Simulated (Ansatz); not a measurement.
Here is an unrelaxed guess for H3Pt2.

```
CELL_PARAMETERS angstrom
3.74382 0.00000 0.00000
-1.87191 3.24225 0.00000
0.00000 0.00000 4.56801
ATOMIC_POSITIONS crystal
H 0.00000 0.00000 0.00000
H 0.33333 0.66667 0.34993
H 0.66667 0.33333 0.65007
Pt 0.33333 0.66667 0.83951
Pt 0.66667 0.33333 0.16049
```

Theory: DFT PBE, scalar-relativistic, plane waves, PAW (Ansatz 0.2.0). Plane waves to 420 eV, a k mesh through Γ of 6×6×4 on the computed 5-atom cell and Gaussian smearing (0.10 eV); no spin polarisation.

Energies over the elements count from the elements' standard structures at the same level (H₂ as a molecule), with no fitted energy shifts.

Question: Estimate its pressure, forces and energy as it stands.

Answer: The pressure is -10.7 GPa (the mean over three directions, positive in compression), the largest force is 2.82 eV/Å, and the energy is +0.80 eV/atom against the elements. The shortest distance is 2.24 Å.

Question: How much does it gain on relaxing, and where does it end?

Answer: Relaxing gains about 0.63 eV/atom (the start's value is from the coarse mesh, so the gain is rough) in 40 ionic steps and ends at +0.17 eV/atom on the finer mesh. The symmetry stays P-3m1 (No. 164). The volume per atom stays near 11.0 Å³. The shortest distance goes from 2.24 Å (H–Pt) to 1.86 Å (H–Pt). The ratio c/a of the conventional cell changes by a factor of 2.28. Conventional cell: a = 2.838 Å, c = 7.911 Å. Around H on a site of symmetry -3m lie 6 Pt at 2.14 Å; H on a site of symmetry 3m is surrounded by 3 Pt at 1.86 Å; Pt has 3 H at 1.86 Å and 3 H at 2.14 Å.

The last run used an 18×18×6 mesh (in the run's order of axes) for its 5-atom cell and Gaussian smearing of 0.10 eV. No dispersion correction is applied, so the spacing and binding between layers, chains or molecules are poorly described. These runs have no spin–orbit coupling, which can matter for Pt. The cell is a metal run without spin; a magnetic state may lie lower. With hydrogen, zero-point motion can shift formation energies by some tens of meV/atom. The relaxation can't lower the symmetry of the start. A structure relaxed within its symmetry needn't be a true minimum.
